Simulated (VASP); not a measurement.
Input of a VASP 6.6.1 run:

POSCAR

```
BN
1.0
    2.5416900000      0.0000000000      0.0000000000
   -1.2708500000      2.2011700000      0.0000000000
    0.0000000000      0.0000000000      4.2041500000
B N
2 2
Direct
    0.6666700000      0.3333300000      0.9997200000
    0.3333300000      0.6666700000      0.4997200000
    0.6666700000      0.3333300000      0.6252800000
    0.3333300000      0.6666700000      0.1252800000
```

The input INCAR.step1:

```
SYSTEM = BN
PREC     = Accurate       ! precision mode
ENCUT    = 520            ! plane-wave cutoff, eV
EDIFF    = 1E-5           ! SCF threshold, eV
ISMEAR   = 0              ! smearing method
SIGMA    = 0.02           ! smearing width, eV
LREAL    = .FALSE.        ! projectors in reciprocal space
LASPH    = .TRUE.         ! aspherical terms in the spheres
NELM     = 100            ! most SCF steps
ALGO     = Normal         ! electronic algorithm
ISIF     = 2              ! what is computed and relaxed
LWAVE    = .TRUE.         ! write WAVECAR
LCHARG   = .FALSE.        ! write CHGCAR
NBANDS   = 16             ! bands
GGA      = PE             ! functional
```

The input INCAR.step2:

```
SYSTEM = BN
PREC     = Accurate       ! precision mode
ENCUT    = 520            ! plane-wave cutoff, eV
EDIFF    = 1E-6           ! SCF threshold, eV
ISMEAR   = 0              ! smearing method
SIGMA    = 0.02           ! smearing width, eV
LREAL    = .FALSE.        ! projectors in reciprocal space
LASPH    = .TRUE.         ! aspherical terms in the spheres
NELM     = 100            ! most SCF steps
ALGO     = Normal         ! electronic algorithm
ISIF     = 2              ! what is computed and relaxed
LWAVE    = .FALSE.        ! write WAVECAR
LCHARG   = .FALSE.        ! write CHGCAR
GGA      = PE             ! functional
LHFCALC  = .TRUE.         ! exact exchange
HFSCREEN = 0.2            ! screening, 1/A
PRECFOCK = Fast         
NBANDS   = 16             ! bands
ISTART   = 1
```

Contents of KPOINTS:

```
Automatic mesh
0
G
  9 9 4
  0 0 0
```

Contents of KPOINTS_OPT:

```
path GMKGALHA,LM,KH
10
line-mode
reciprocal
 0.0000000000  0.0000000000  0.0000000000  G
 0.5000000000  0.0000000000  0.0000000000  M

 0.5000000000  0.0000000000  0.0000000000  M
 0.3333333333  0.3333333333  0.0000000000  K

 0.3333333333  0.3333333333  0.0000000000  K
 0.0000000000  0.0000000000  0.0000000000  G

 0.0000000000  0.0000000000  0.0000000000  G
 0.0000000000  0.0000000000  0.5000000000  A

 0.0000000000  0.0000000000  0.5000000000  A
 0.5000000000  0.0000000000  0.5000000000  L

 0.5000000000  0.0000000000  0.5000000000  L
 0.3333333333  0.3333333333  0.5000000000  H

 0.3333333333  0.3333333333  0.5000000000  H
 0.0000000000  0.0000000000  0.5000000000  A

 0.5000000000  0.0000000000  0.5000000000  L
 0.5000000000  0.0000000000  0.0000000000  M

 0.3333333333  0.3333333333  0.0000000000  K
 0.3333333333  0.3333333333  0.5000000000  H
```

Potentials or basis: VASP PAW PBE potentials, release 64 (B, N).

Launch:

```console
$ cat potpaw_PBE.64/B/POTCAR potpaw_PBE.64/N/POTCAR > POTCAR
$ cp INCAR.step1 INCAR
$ mpirun -np 1 vasp_std > vasp.out
$ cp INCAR.step2 INCAR
$ mpirun -np 1 vasp_std > vasp.out
```

(1) Predict the pressure.

(2) Estimate the band gap on the k mesh.

(3) What does it give for the band gap along the path?

(4) Predict the largest force.

Answers

(1) -2.9 GPa.

(2) 6.52 eV, indirect (least direct gap 9.98 eV).

(3) 6.52 eV, indirect (least direct gap 9.98 eV).

(4) 0.023 eV/Å.

Caveat: the PAW data sets were made with another functional, which shifts forces and pressure a little.
